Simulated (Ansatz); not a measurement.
Stackings of close-packed layers of SrO (capitals for Sr, lower case for the other element), each relaxed to a stress under 0.05 GPa; energies count from the stacking AcBaCb (Fm-3m).

All numbers below come from DFT r2SCAN, scalar-relativistic, plane waves, PAW (Ansatz 0.2.0).

Cutoff 500 eV; k points 6×6×6 on the computed 4-atom cell (Γ-centred); Gaussian smearing, width 0.02 eV; no spin polarisation.

Start (AcBc):

```
CELL_PARAMETERS angstrom
3.64863 0.00000 0.00000
-1.82431 3.15980 0.00000
0.00000 0.00000 5.95812
ATOMIC_POSITIONS crystal
Sr 0.00000 0.00000 0.00000
O 0.66667 0.33333 0.25000
Sr 0.33333 0.66667 0.50000
O 0.66667 0.33333 0.75000
```

Q: Relax it.

A: The free energy falls by 31 meV/atom.

| Quantity | Value |
| --- | --- |
| excess energy (meV/atom) | 90.7 |
| spacing of like layers (Å) | 3.104 |
| a (Å) | 3.547 |
| gap on the mesh (eV) | 3.54 |

Relaxed structure:
```
CELL_PARAMETERS angstrom
3.54693 0.00000 0.00000
-1.77347 3.07173 0.00000
0.00000 0.00000 6.20857
ATOMIC_POSITIONS crystal
Sr 0.00000 0.00000 0.00000
O 0.66667 0.33333 0.25000
Sr 0.33333 0.66667 0.50000
O 0.66667 0.33333 0.75000
```

Time: 14 s on 1 thread of Intel(R) Xeon(R) 6975P-C (Granite Rapids) (shared host), peak memory 0.57 GiB.